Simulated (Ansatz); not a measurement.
# TiAl3: a stretch of c alone

Aim: apply a stretch of c alone to TiAl3 from -3 to +3 %, where the rest of the cell is held and the atoms relax, and follow energy, stress and any gap.

Computed with Ansatz 0.2.0 (DFT r2SCAN, scalar-relativistic, plane waves, PAW, unless a step's input says otherwise).

2 further runs of the same task are left out: 2 set aside as unsound or not needed.

**1. Starting point**

The structure is tetragonal, space group I4/mmm (No. 139). Conventional cell: a = 3.824 Å, b = 3.824 Å, c = 8.564 Å, α = 90.00°, β = 90.00°, γ = 90.00°. Ti (site symmetry 4/mmm) has 12 Al at 2.70 to 2.87 Å as nearest neighbours. Al (site symmetry 4/mmm) has 4 Ti at 2.70 Å and 8 Al at 2.87 Å as nearest neighbours. Al (site symmetry -4m2) has 8 Al at 2.70 to 2.87 Å and 4 Ti at 2.87 Å as nearest neighbours.

Structure file:

```cif
data_structure
_symmetry_space_group_name_H-M 'I4/mmm'
_symmetry_Int_Tables_number 139
_cell_length_a 3.8240
_cell_length_b 3.8240
_cell_length_c 8.5638
_cell_angle_alpha 90.000
_cell_angle_beta 90.000
_cell_angle_gamma 90.000
_cell_volume 125.23
loop_
_atom_site_label
_atom_site_type_symbol
_atom_site_symmetry_multiplicity
_atom_site_Wyckoff_symbol
_atom_site_fract_x
_atom_site_fract_y
_atom_site_fract_z
_atom_site_occupancy
Ti1 Ti 2 a 0.00000 0.00000 0.00000 1
Al1 Al 2 b 0.50000 0.50000 0.00000 1
Al2 Al 4 d 0.00000 0.50000 0.25000 1
```

It goes back to an entry of the Materials Project, which need not be the stable form.

The unstrained cell comes from an earlier run at this level (8 atoms, E(σ→0) -8254.6876 eV, gap none (metal)).

**2. At -1.0 %**

Contents of input.yaml:

```yaml
crystal:
  lattice:
    - [3.8240007107, 0.0, 0.0]
    - [0.0, 3.8240007107, 0.0]
    - [0.0, 0.0, 8.4781917746]
  atoms:
    - { symbol: Ti, position: [0.0, 0.0, 0.0] }
    - { symbol: Ti, position: [0.5, 0.5, 0.5] }
    - { symbol: Al, position: [0.5, 0.5, 0.0] }
    - { symbol: Al, position: [0.0, 0.5, 0.25] }
    - { symbol: Al, position: [0.5, 0.0, 0.25] }
    - { symbol: Al, position: [0.0, 0.0, 0.5] }
    - { symbol: Al, position: [0.5, 0.0, 0.75] }
    - { symbol: Al, position: [0.0, 0.5, 0.75] }
basis:
  ecutwfc: 500
kpoints:
  mp_grid: { grid: [10, 10, 4] }
hamiltonian:
  xc: r2scan
scf:
  occupations: { method: gaussian, width: 0.1 }
output:
  forces: true
  stress: true
  eigenvalues: true
```

On the command line:

```bash
ansatz run input.yaml --threads 1 --pin off --max-ram 2560MiB --backend cpu --events-out ev --progress --plain --runs-dir out
```

The log of the run, cut to the lines that bear on the results:

```text
Warning: RAYON_NUM_THREADS=1 ignored (pool sized by the plan → 1); use --threads N
[...]
Pseudopotentials: kind: paw
Pseudopotential: Ti, paw, valence charge 12, recommended cutoff 500 eV (meta_gga), Ti.paw.azcp
Pseudopotential: Al, paw, valence charge 3, recommended cutoff 500 eV (meta_gga), Al.paw.azcp
Functional definition: r2SCAN
[...]
Crystal: 8 atoms, lattice volume = 123.976 Å³
Basis set: ecut = 500 eV, 3111 PW (Γ), exchange–correlation on 120×120×256 points (64 copies of the dense FFT grid, shifted against one another)
Bands: 29, of which v1, the nominal top of the filled ones, is band 21 counted from 1 (20 counted from 0)
Symmetry: 32 space group operations
Space group: I4/mmm (ITA 139), of the structure as read, at distance tolerance 5.0e-5 Å
k-points: 63 of 400
[...]
SCF iter   1: F=—  HF=-8254.606979 eV  |F-HF|=—  |Δ(HF+E_count)|=         —  Δρ=1.23e-2  dr2=2.44e-1  dr2_τ=5.66e-2  ethr=1.77e-3  ⟨swp⟩=6.6  Hψ=8981  notcnv=0  defer=1
[...]
SCF iter   7: F=-8254.685520 eV  HF=-8254.685520 eV  |F-HF|=9.14e-9  |Δ(HF+E_count)|=   1.63e-7  Δρ=3.84e-6  dr2=2.23e-8  dr2_τ=7.98e-10  ethr=2.38e-10  ⟨swp⟩=8.5  Hψ=7765  notcnv=0
[...]
SCF converged after 7 iterations
Free energy (F): -8254.685520 eV
[...]
E sigma→0 (E₀):  -8254.677382 eV
Entropy (-TS):   -0.016276 eV (-2.034 meV/atom)
Fermi energy:    9.804373 eV
[...]
--- Forces (eV/Å), atoms counted from 1 ---
  atom   1  Ti     0.00000000     0.00000000     0.00000000
  atom   2  Ti    -0.00000000    -0.00000000     0.00000000
  atom   3  Al    -0.00000000     0.00000000     0.00000000
  atom   4  Al     0.00000000     0.00000000     0.00000000
  atom   5  Al     0.00000000     0.00000000     0.00000000
  atom   6  Al    -0.00000000     0.00000000     0.00000000
  atom   7  Al     0.00000000     0.00000000     0.00000000
  atom   8  Al     0.00000000     0.00000000     0.00000000
[...]
--- Stress (GPa, compression-positive) ---
        0.417442      -0.000000       0.000000
        0.000000       0.417442       0.000000
        0.000000       0.000000       2.521674
  P = ⅓ Tr σ = 1.1189 GPa (11.189 kbar)
--- Band table (eV; the first three rows and the last of 63) ---
[...]
```

Wall time 28 s (1 thread of Arm Neoverse V2, shared host); peak memory 0.71 GiB.

The cell is held at each strain. Atoms start from the nearest strain of the same sign that is done. Symmetry fixes all atoms here, so a single point is enough.

**3. The cell strained by +1.0 %**

Changes to input.yaml since step 2:

```diff
@@ -4,3 +4,3 @@
     - [0.0, 3.8240007107, 0.0]
-    - [0.0, 0.0, 8.4781917746]
+    - [0.0, 0.0, 8.6494683761]
   atoms:
```

On the command line:

```bash
ansatz run input.yaml --threads 1 --pin off --max-ram 2560MiB --backend cpu --events-out ev --progress --plain --runs-dir out
```

The log of the run, cut to the lines that bear on the results:

```text
Warning: RAYON_NUM_THREADS=1 ignored (pool sized by the plan → 1); use --threads N
[...]
[... 4 set-up lines as earlier in the session ...]
[...]
Crystal: 8 atoms, lattice volume = 126.481 Å³
Basis set: ecut = 500 eV, 3183 PW (Γ), exchange–correlation on 120×120×256 points (64 copies of the dense FFT grid, shifted against one another)
Bands: 29, of which v1, the nominal top of the filled ones, is band 21 counted from 1 (20 counted from 0)
[... 2 set-up lines as earlier in the session ...]
k-points: 63 of 400
[...]
SCF converged after 7 iterations
Free energy (F): -8254.686392 eV
[...]
E sigma→0 (E₀):  -8254.678611 eV
Entropy (-TS):   -0.015561 eV (-1.945 meV/atom)
Fermi energy:    9.580403 eV
[...]
--- Forces (eV/Å), atoms counted from 1 ---
  atom   1  Ti    -0.00000000    -0.00000000     0.00000000
  atom   2  Ti    -0.00000000     0.00000000    -0.00000000
  atom   3  Al    -0.00000000    -0.00000000     0.00000000
  atom   4  Al     0.00000000     0.00000000    -0.00000000
  atom   5  Al     0.00000000     0.00000000    -0.00000000
  atom   6  Al    -0.00000000     0.00000000     0.00000000
  atom   7  Al     0.00000000     0.00000000     0.00000000
  atom   8  Al     0.00000000     0.00000000     0.00000000
[...]
--- Stress (GPa, compression-positive) ---
       -0.518073      -0.000000       0.000000
        0.000000      -0.518073       0.000000
        0.000000       0.000000      -2.332474
  P = ⅓ Tr σ = -1.1229 GPa (-11.229 kbar)
--- Band table (eV; the first three rows and the last of 63) ---
[...]
```

Wall time 28 s (1 thread of Arm Neoverse V2, shared host); peak memory 0.72 GiB.

**4. The cell strained by -2.0 %**

Changes to input.yaml since step 3:

```diff
@@ -4,3 +4,3 @@
     - [0.0, 3.8240007107, 0.0]
-    - [0.0, 0.0, 8.6494683761]
+    - [0.0, 0.0, 8.3925534739]
   atoms:
```

On the command line:

```bash
ansatz run input.yaml --threads 1 --pin off --max-ram 2560MiB --backend cpu --events-out ev --progress --plain --runs-dir out
```

The log of the run, cut to the lines that bear on the results:

```text
Warning: RAYON_NUM_THREADS=1 ignored (pool sized by the plan → 1); use --threads N
[...]
[... 4 set-up lines as earlier in the session ...]
[...]
Crystal: 8 atoms, lattice volume = 122.724 Å³
Basis set: ecut = 500 eV, 3087 PW (Γ), exchange–correlation on 120×120×256 points (64 copies of the dense FFT grid, shifted against one another)
Bands: 29, of which v1, the nominal top of the filled ones, is band 21 counted from 1 (20 counted from 0)
[... 2 set-up lines as earlier in the session ...]
k-points: 63 of 400
[...]
SCF converged after 7 iterations
Free energy (F): -8254.655812 eV
[...]
E sigma→0 (E₀):  -8254.646888 eV
Entropy (-TS):   -0.017848 eV (-2.231 meV/atom)
Fermi energy:    9.922770 eV
[...]
--- Forces (eV/Å), atoms counted from 1 ---
  atom   1  Ti     0.00000000    -0.00000000    -0.00000000
  atom   2  Ti     0.00000000    -0.00000000    -0.00000000
  atom   3  Al     0.00000000     0.00000000    -0.00000000
  atom   4  Al     0.00000000    -0.00000000    -0.00000000
  atom   5  Al    -0.00000000     0.00000000    -0.00000000
  atom   6  Al     0.00000000     0.00000000    -0.00000000
  atom   7  Al     0.00000000     0.00000000     0.00000000
  atom   8  Al    -0.00000000     0.00000000    -0.00000000
[...]
--- Stress (GPa, compression-positive) ---
        0.993885       0.000000      -0.000000
        0.000000       0.993885      -0.000000
       -0.000000      -0.000000       5.089135
  P = ⅓ Tr σ = 2.3590 GPa (23.590 kbar)
--- Band table (eV; the first three rows and the last of 63) ---
[...]
```

Wall time 27 s (1 thread of Arm Neoverse V2, shared host); peak memory 0.71 GiB.

**5. At +2.0 %**

Changes to input.yaml since step 4:

```diff
@@ -4,3 +4,3 @@
     - [0.0, 3.8240007107, 0.0]
-    - [0.0, 0.0, 8.3925534739]
+    - [0.0, 0.0, 8.7351066769]
   atoms:
```

On the command line:

```bash
ansatz run input.yaml --threads 1 --pin off --max-ram 2560MiB --backend cpu --events-out ev --progress --plain --runs-dir out
```

The log of the run, cut to the lines that bear on the results:

```text
Warning: RAYON_NUM_THREADS=1 ignored (pool sized by the plan → 1); use --threads N
[...]
[... 4 set-up lines as earlier in the session ...]
[...]
Crystal: 8 atoms, lattice volume = 127.733 Å³
Basis set: ecut = 500 eV, 3231 PW (Γ), exchange–correlation on 120×120×256 points (64 copies of the dense FFT grid, shifted against one another)
Bands: 29, of which v1, the nominal top of the filled ones, is band 21 counted from 1 (20 counted from 0)
[... 2 set-up lines as earlier in the session ...]
k-points: 63 of 400
[...]
SCF converged after 7 iterations
Free energy (F): -8254.659340 eV
[...]
E sigma→0 (E₀):  -8254.651458 eV
Entropy (-TS):   -0.015765 eV (-1.971 meV/atom)
Fermi energy:    9.472417 eV
[...]
--- Forces (eV/Å), atoms counted from 1 ---
  atom   1  Ti     0.00000000     0.00000000     0.00000000
  atom   2  Ti     0.00000000    -0.00000000     0.00000000
  atom   3  Al    -0.00000000     0.00000000     0.00000000
  atom   4  Al     0.00000000     0.00000000     0.00000000
  atom   5  Al     0.00000000    -0.00000000    -0.00000000
  atom   6  Al    -0.00000000     0.00000000     0.00000000
  atom   7  Al     0.00000000     0.00000000    -0.00000000
  atom   8  Al     0.00000000    -0.00000000    -0.00000000
[...]
--- Stress (GPa, compression-positive) ---
       -0.911432       0.000000       0.000000
       -0.000000      -0.911432       0.000000
        0.000000       0.000000      -4.569526
  P = ⅓ Tr σ = -2.1308 GPa (-21.308 kbar)
--- Band table (eV; the first three rows and the last of 63) ---
[...]
```

It took 27 s on 1 thread of Arm Neoverse V2, shared host; peak memory 0.72 GiB.

**6. The cell strained by -3.0 %**

Changes to input.yaml since step 5:

```diff
@@ -4,3 +4,3 @@
     - [0.0, 3.8240007107, 0.0]
-    - [0.0, 0.0, 8.7351066769]
+    - [0.0, 0.0, 8.3069151731]
   atoms:
```

On the command line:

```bash
ansatz run input.yaml --threads 1 --pin off --max-ram 2560MiB --backend cpu --events-out ev --progress --plain --runs-dir out
```

The log of the run, cut to the lines that bear on the results:

```text
Warning: RAYON_NUM_THREADS=1 ignored (pool sized by the plan → 1); use --threads N
[...]
[... 4 set-up lines as earlier in the session ...]
[...]
Crystal: 8 atoms, lattice volume = 121.472 Å³
Basis set: ecut = 500 eV, 3047 PW (Γ), exchange–correlation on 120×120×256 points (64 copies of the dense FFT grid, shifted against one another)
Bands: 29, of which v1, the nominal top of the filled ones, is band 21 counted from 1 (20 counted from 0)
[... 2 set-up lines as earlier in the session ...]
k-points: 63 of 400
[...]
SCF converged after 7 iterations
Free energy (F): -8254.605843 eV
[...]
E sigma→0 (E₀):  -8254.595812 eV
Entropy (-TS):   -0.020063 eV (-2.508 meV/atom)
Fermi energy:    10.047996 eV
[...]
--- Forces (eV/Å), atoms counted from 1 ---
  atom   1  Ti    -0.00000000     0.00000000     0.00000000
  atom   2  Ti    -0.00000000     0.00000000    -0.00000000
  atom   3  Al    -0.00000000    -0.00000000     0.00000000
  atom   4  Al     0.00000000     0.00000000    -0.00000000
  atom   5  Al     0.00000000     0.00000000    -0.00000000
  atom   6  Al    -0.00000000    -0.00000000     0.00000000
  atom   7  Al     0.00000000     0.00000000     0.00000000
  atom   8  Al     0.00000000     0.00000000    -0.00000000
[...]
--- Stress (GPa, compression-positive) ---
        1.667637       0.000000       0.000000
       -0.000000       1.667637       0.000000
        0.000000       0.000000       7.707432
  P = ⅓ Tr σ = 3.6809 GPa (36.809 kbar)
--- Band table (eV; the first three rows and the last of 63) ---
[...]
```

Wall time 27 s (1 thread of Arm Neoverse V2, shared host); peak memory 0.72 GiB.

**7. At +3.0 %**

Changes to input.yaml since step 6:

```diff
@@ -4,3 +4,3 @@
     - [0.0, 3.8240007107, 0.0]
-    - [0.0, 0.0, 8.3069151731]
+    - [0.0, 0.0, 8.8207449777]
   atoms:
@@ -26 +26,5 @@
   eigenvalues: true
+  write_density: true
+  write_potential: true
+  elf: true
+  volumetric_format: npy
```

On the command line:

```bash
ansatz run input.yaml --threads 1 --pin off --max-ram 2560MiB --backend cpu --events-out ev --progress --plain --runs-dir out
```

The log of the run:

```text
Warning: RAYON_NUM_THREADS=1 ignored (pool sized by the plan → 1); use --threads N
Engine: ansatz 0.2.0, aarch64-unknown-linux-gnu
[... 4 set-up lines as earlier in the session ...]
  parameter k0 = 0.174
  parameter k1 = 0.065
  parameter a1 = 4.9479
  exchange = r2scan_x(k0 = k0, k1 = k1, a1 = a1)
  correlation = r2scan_c
Crystal: 8 atoms, lattice volume = 128.986 Å³
Basis set: ecut = 500 eV, 3233 PW (Γ), exchange–correlation on 120×120×288 points (64 copies of the dense FFT grid, shifted against one another)
Bands: 29, of which v1, the nominal top of the filled ones, is band 21 counted from 1 (20 counted from 0)
[... 1 set-up line as earlier in the session ...]
Space group: I4/mmm (ITA 139), of the structure as read, at distance tolerance 5.1e-5 Å
k-points: 63 of 400
Non-local potential: Ti, projectors of the file, l = 0: 3, l = 1: 2, l = 2: 3, l = 3: 1
Non-local potential: Al, projectors of the file, l = 0: 2, l = 1: 2, l = 2: 1
PAW form: soft (Blöchl's): semilocal exchange-correlation on the pseudo side does not see the compensation charge
PAW frozen core: Ti, regenerated for the run's functional (the file was generated under x = pbe(κ = 0.804, μ = 0.2195149727645171), c = pbe(β = 0.06672455060314922))
PAW frozen core: Al, regenerated for the run's functional (the file was generated under x = pbe(κ = 0.804, μ = 0.2195149727645171), c = pbe(β = 0.06672455060314922))
PAW one-centre angular grid: Ti, 590 points (default); XC on 160 Gauss nodes
PAW one-centre angular grid: Al, 302 points (default); XC on 160 Gauss nodes
Initial density: superposition of atomic densities (neutral atoms: chi_scale 0, normalization atom), corrected by the library's trained network
Initial wavefunctions: pseudopotential atomic-orbital guess
Functional: x = r2scan, c = r2scan; τ floored in thin density (d = 2e-4 eV/Å³)
SCF iter   1: F=—  HF=-8254.546176 eV  |F-HF|=—  |Δ(HF+E_count)|=         —  Δρ=1.30e-2  dr2=3.07e-1  dr2_τ=5.16e-2  ethr=1.77e-3  ⟨swp⟩=6.7  Hψ=9092  notcnv=0
preconditioner: auto → Kerker (q_TF=auto, 2.263 Å⁻¹)  [metal: Δε(μ)=0.028 eV  Ē_g=5.729 eV  σ=0.100 eV  W_gap=0.15  n_scr=26 (ndim 8)  ℏωp=16.7 eV  f_vac=0.000  D(μ)=2.88/eV (n_scr^D=16)]
SCF iter   2: F=—  HF=-8254.617553 eV  |F-HF|=—  |Δ(HF+E_count)|=   7.14e-2  Δρ=5.34e-3  dr2=4.36e-2  dr2_τ=8.23e-3  ethr=7.30e-4  ⟨swp⟩=3.3  Hψ=4126  notcnv=0  defer=119
SCF iter   3: F=—  HF=-8254.615063 eV  |F-HF|=—  |Δ(HF+E_count)|=   2.49e-3  Δρ=2.45e-3  dr2=6.84e-3  dr2_τ=1.71e-4  ethr=1.04e-4  ⟨swp⟩=2.1  Hψ=2516  notcnv=0  defer=119
SCF iter   4: F=—  HF=-8254.615261 eV  |F-HF|=—  |Δ(HF+E_count)|=   1.98e-4  Δρ=3.30e-4  dr2=1.87e-4  dr2_τ=7.90e-6  ethr=1.63e-5  ⟨swp⟩=2.8  Hψ=2821  notcnv=0  defer=119
SCF iter   5: F=—  HF=-8254.615322 eV  |F-HF|=—  |Δ(HF+E_count)|=   6.11e-5  Δρ=1.19e-4  dr2=2.25e-5  dr2_τ=1.10e-6  ethr=4.46e-7  ⟨swp⟩=2.3  Hψ=2457  notcnv=0  defer=119
SCF iter   6: F=—  HF=-8254.615321 eV  |F-HF|=—  |Δ(HF+E_count)|=   6.02e-7  Δρ=4.10e-5  dr2=3.26e-6  dr2_τ=6.25e-8  ethr=5.37e-8  ⟨swp⟩=1.0  Hψ=1827  notcnv=0  defer=119
SCF iter   7: F=-8254.615321 eV  HF=-8254.615321 eV  |F-HF|=4.95e-9  |Δ(HF+E_count)|=   4.40e-7  Δρ=4.11e-6  dr2=2.53e-8  dr2_τ=8.27e-10  ethr=2.38e-10  ⟨swp⟩=11.3  Hψ=11699  notcnv=0
SCF 1 converged in 7 iterations: F = -8254.615321 eV  dr2 = 2.53e-8
SCF converged after 7 iterations
Free energy (F): -8254.615321 eV
Harris-Foulkes:  -8254.615321 eV  (|F-HF|=4.95e-9)
Internal energy: -8254.599209 eV  (E = F + TS)
E sigma→0 (E₀):  -8254.607265 eV
Entropy (-TS):   -0.016112 eV (-2.014 meV/atom)
Fermi energy:    9.366601 eV
--- Per-component energies (eV) ---
  E_band       = -346.392926
  E_kinetic    = 685.746728
  E_local      = -2402.966346  (includes V_loc(G=0)·N_el)
  E_nonlocal   = 74.847246
  E_hartree    = 1053.800032
  E_xc         = -407.700145
  E_vxc        = -454.208573  (∫ρ·V_xc dr)
  E_paw        = -4953.811480  (= ΣΔE_a)
  E_vpaw       = -382.807278  (= ΣTr[D̂ρ^β])
  E_aug_tail   = 0.000187  (compensation charges beyond the density's cutoff)
  E_vtau       = 25.396072  (kinetic-family band-sum trace: ∫τ·v_τ [+ j·A + Jᵃ·Aᵃ] dr)
  E_ewald      = -2303.647869
  E_core_change = -0.867563  (= ΣΔE_core)
  E_smearing   = -0.016112  (= −TS)
  E_closure    = -0.000000  (closes the sum)
  Σ components = -8254.615321   (vs F -8254.615321, Δ=0.00e0)
--- Forces (eV/Å), atoms counted from 1 ---
  atom   1  Ti    -0.00000000    -0.00000000     0.00000000
  atom   2  Ti    -0.00000000     0.00000000     0.00000000
  atom   3  Al     0.00000000     0.00000000     0.00000000
  atom   4  Al     0.00000000    -0.00000000    -0.00000000
  atom   5  Al     0.00000000    -0.00000000    -0.00000000
  atom   6  Al    -0.00000000     0.00000000     0.00000000
  atom   7  Al     0.00000000    -0.00000000     0.00000000
  atom   8  Al     0.00000000    -0.00000000    -0.00000000
  max |Σ_I F_I| component: 2.60e-17 eV/Å
--- Stress (GPa, compression-positive) ---
       -1.266639       0.000000       0.000000
        0.000000      -1.266639       0.000000
        0.000000       0.000000      -6.670305
  P = ⅓ Tr σ = -3.0679 GPa (-30.679 kbar)
--- Band table (eV; the first three rows and the last of 63) ---
  k-point 0: bands = ["-49.5611", "-49.5611", "-24.8026", "-24.8026", "-24.8024", "-24.8024", "-24.7556", "-24.7532", "-1.2314", "0.3483", "1.3520", "6.1706", "6.2892", "7.4756", "8.0106", "8.1840", "8.1840", "8.4660", "8.4660", "9.0831", "10.1604", "10.1604", "10.2265", "10.3260", "11.2134", "11.2134", "11.5772", "12.2044", "12.4743"]
  k-point 1: bands = ["-49.5611", "-49.5611", "-24.8026", "-24.8026", "-24.8024", "-24.8024", "-24.7553", "-24.7535", "-1.1045", "-0.1459", "2.0594", "4.6928", "7.5413", "7.7749", "7.9161", "8.2163", "8.2163", "8.4125", "8.4125", "9.1262", "10.2407", "10.2971", "10.2971", "10.3111", "11.0191", "11.0191", "11.1990", "11.9200", "12.4643"]
  k-point 2: bands = ["-49.5611", "-49.5611", "-24.8025", "-24.8025", "-24.8025", "-24.8025", "-24.7544", "-24.7544", "-0.7308", "-0.7308", "3.2791", "3.2791", "7.7149", "7.7149", "8.3044", "8.3044", "8.3044", "8.3044", "8.9173", "8.9173", "10.2755", "10.2755", "10.6344", "10.6344", "10.6344", "10.6344", "11.0859", "11.0859", "13.1321"]
  k-point 62: bands = ["-49.5585", "-49.5585", "-24.8276", "-24.8276", "-24.8276", "-24.8276", "-24.7487", "-24.7487", "3.4098", "3.4098", "4.4066", "4.4066", "4.4066", "4.4066", "4.8291", "4.8291", "7.3786", "7.3786", "7.3786", "7.3786", "7.9169", "7.9169", "10.1353", "10.1353", "11.2853", "11.2853", "11.5833", "11.5833", "12.5387"]
```

It took 37 s on 1 thread of Arm Neoverse V2, shared host; peak memory 0.75 GiB.

Density in a lattice plane of the grid's cell (edges 3.82 and 8.82 Å, at 0.000 of the third edge), which holds Ti and Al.

Ten even steps from '0' (0.06 e/Å³) to '9' (10.16 e/Å³):
```
6300000003
0000000000
0000000000
0000000000
0000000000
0000000000
0000000000
0000000000
0000000000
0000000000
0000000000
0000000000
0000000000
0000000000
0000000000
0000000000
0000000000
0000000000
6300000003
9710000017
```
Columns run along the first of these edges and rows up along the second, over one cell in 10 and 20 even steps from the bottom left corner. Atoms in the plane (fractional): Ti at (0.00, 0.00), Al at (0.50, 0.25), Al at (0.00, 0.50), Al at (0.50, 0.75).

ELF in the same plane.

Values, 12 rows by 6 columns:
```
0.51 0.17 0.34 0.59 0.34 0.17
0.34 0.51 0.58 0.32 0.58 0.51
0.36 0.51 0.15 0.14 0.15 0.51
0.21 0.39 0.55 0.33 0.55 0.39
0.14 0.56 0.65 0.59 0.65 0.56
0.18 0.24 0.65 0.44 0.65 0.24
0.14 0.56 0.65 0.59 0.65 0.56
0.21 0.39 0.55 0.33 0.55 0.39
0.36 0.51 0.15 0.14 0.15 0.51
0.34 0.51 0.58 0.32 0.58 0.51
0.51 0.17 0.34 0.59 0.34 0.17
0.00 0.56 0.11 0.44 0.11 0.56
```
Columns run along the first of these edges and rows up along the second, over one cell in 6 and 12 even steps from the bottom left corner. Atoms in the plane (fractional): Ti at (0.00, 0.00), Al at (0.50, 0.25), Al at (0.00, 0.50), Al at (0.50, 0.75).

Both are smooth fields of the valence electrons: close to the nuclei they are not physical.

The highest ELF values outside the cores: 0.71 on the Al–Al line, 1.4 Å from Al; 0.66 beside Al, off the lines to its neighbours, 1.3 Å from Al.

**8. All strains together**

Lengths are those of the vectors of the cell that was run; stresses in GPa:

| strain (%) | ΔE (meV/atom) | a (Å) | b (Å) | c (Å) | σxx | σyy | σzz |
| --- | --- | --- | --- | --- | --- | --- | --- |
| -3.0 | 11.5 | 3.824 | 3.824 | 8.307 | 1.67 | 1.67 | 7.71 |
| -2.0 | 5.1 | 3.824 | 3.824 | 8.393 | 0.99 | 0.99 | 5.09 |
| -1.0 | 1.3 | 3.824 | 3.824 | 8.478 | 0.42 | 0.42 | 2.52 |
| +0.0 | 0.0 | 3.824 | 3.824 | 8.564 | -0.08 | -0.08 | 0.04 |
| +1.0 | 1.1 | 3.824 | 3.824 | 8.649 | -0.52 | -0.52 | -2.33 |
| +2.0 | 4.5 | 3.824 | 3.824 | 8.735 | -0.91 | -0.91 | -4.57 |
| +3.0 | 10.0 | 3.824 | 3.824 | 8.821 | -1.27 | -1.27 | -6.67 |

ΔE is over the unstrained cell. Stress in GPa, positive in compression, on the Cartesian axes of the input. 

**9. What came out**

| quantity | value |
| --- | --- |
| largest energy cost | 11.5 meV/atom at -3.0 % |
| (1/V) d²E/dε² at zero strain, cubic fit | 245 GPa |

**Reading.** From the curvature follows the elastic constant along c at held a and b: 245 GPa. Compression by 3 % costs 11.5 meV/atom and stretching 10.0.
